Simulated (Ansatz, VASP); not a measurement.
# Two plane-wave programs on AlN

```
CELL_PARAMETERS angstrom
-2.02262 -2.02262 0.00000
2.02262 -2.02262 0.00000
0.00000 0.00000 12.63573
ATOMIC_POSITIONS crystal
Al 0.00000 0.00000 0.08002
Al 0.50000 0.50000 0.24009
Al 0.00000 0.00000 0.40016
Al 0.50000 0.50000 0.56023
Al 0.00000 0.00000 0.72031
Al 0.50000 0.50000 0.88038
N 0.50000 0.50000 0.08002
N 0.00000 0.00000 0.24009
N 0.50000 0.50000 0.40016
N 0.00000 0.00000 0.56023
N 0.50000 0.50000 0.72031
N 0.00000 0.00000 0.88038
```

Alike in both runs: task single point; functional PBEsol; k mesh 8 × 8 × 2; occupations gaussian, width 0.05 eV; no spin polarisation.

```csv
,VASP,Ansatz
version,VASP 6.6.1,Ansatz 0.2.0
potentials or method,"VASP PAW PBE potentials, release 64 (Al, N)","scalar-relativistic, plane waves, PAW"
plane-wave cutoff (eV),520,420
valence electrons in the cell,48,48
```

Ansatz gave:

- gap on the k mesh at the Fermi level (eV): 3.92
- least direct gap on the mesh (eV): 4.61
- pressure (GPa): -5.0
- largest component of the traceless stress (GPa): 0.23
- rms of the force components (eV/Å): 0.269

What did VASP give for the same quantities?

gap on the k mesh at the Fermi level (eV): 3.92; least direct gap on the mesh (eV): 4.60; pressure (GPa): -5.1; largest component of the traceless stress (GPa): 0.23; rms of the force components (eV/Å): 0.272.

Atom by atom the forces differ by 0.003 eV/Å (rms over components).

Caveats: the PAW data sets were made with another functional, which shifts forces and pressure a little (VASP). A k mesh can miss the band edges.
